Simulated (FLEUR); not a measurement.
P:

```xyz
4
Lattice="1.6477 -5.4650 0.0000 1.6477 5.4650 0.0000 0.0000 0.0000 4.5436" Properties=species:S:1:pos:R:3 pbc="T T T"
P     1.6477   -4.4173    2.6754
P     1.6477    4.4173    1.8683
P     1.6477   -1.0477    0.4035
P     1.6477    1.0477    4.1401
```

Base run:

* Program: FLEUR MaX-R8.1 (later development tree)
* Functional: RPBE
* Potentials or basis: all-electron
* Basis: FLAPW
* Kmax: 4.3 1/bohr
* k mesh: 8 × 8 × 6
* Occupations: fermi-dirac, width 0.05 eV
* Spin: no spin polarisation

Its results: band gap on the k mesh 0.29 eV, direct.

**Question.** The run is repeated on the same cell with these changes: functional from RPBE to PW91. What comes out?

**Answer.** Band gap on the k mesh 0.10 eV, direct.
